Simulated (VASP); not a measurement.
Input of a VASP 6.6.1 run:

INCAR

```
SYSTEM = CdSiP2
PREC = Accurate
ENCUT = 600
EDIFF = 1E-7
ISMEAR = 0
SIGMA = 0.03
LREAL = .FALSE.
LASPH = .TRUE.
NELM = 80
ALGO = Normal
ISIF = 3
LWAVE = .FALSE.
LCHARG = .FALSE.
GGA = PS
IBRION = 2
NSW = 90
EDIFFG = -0.005
KPAR = 2
```

File KPOINTS:

```
regular mesh
0
G
  8 8 8
  0 0 0
```

POSCAR

```
CdSiP2                                  
1.0
   -2.8278595011      2.8278595011      5.2429142310
    2.8278595011     -2.8278595011      5.2429142310
    2.8278595011      2.8278595011     -5.2429142310
  Cd              Si              P             
     2     2     4
Direct
     0.7500000000000000    0.2500000000000000    0.5000000000000000
     0.0000000000000000    1.0000000000000000    0.0000000000000000
     0.5000000000000000    0.5000000000000000    0.0000000000000000
     0.2500000000000000    0.7500000000000000    0.5000000000000000
     0.8750000000000000    0.8317008865559953    0.4567008865559952
     0.1682991134440048    0.6250000000000000    0.0432991134440048
     0.3750000000000000    0.4182991134440048    0.5432991134440047
     0.5817008865559953    0.1250000000000000    0.9567008865559953
```

Potentials or basis: VASP PAW PBE potentials, release 64 (Cd, Si, P).

Command:

```console
$ cat potpaw_PBE.64/Cd/POTCAR potpaw_PBE.64/Si/POTCAR potpaw_PBE.64/P/POTCAR > POTCAR
$ mpirun -np 2 vasp_std > vasp.out
```

Problem. Estimate the band gap on the k mesh.

Solution. 1.25 eV, direct.

The path:
```csv
step,energy change (eV),largest force (eV/Å),pressure (GPa),volume (Å³)
1,0.0000,0.0001,-0.02,167.71
2,-0.0001,0.0013,0.02,167.65
3,-0.0001,0.0028,0.05,167.59
4,-0.0001,0.0014,0.00,167.69
```

Caveat: the PAW data sets were made with another functional, which shifts forces and pressure a little. A k mesh can miss the band edges.
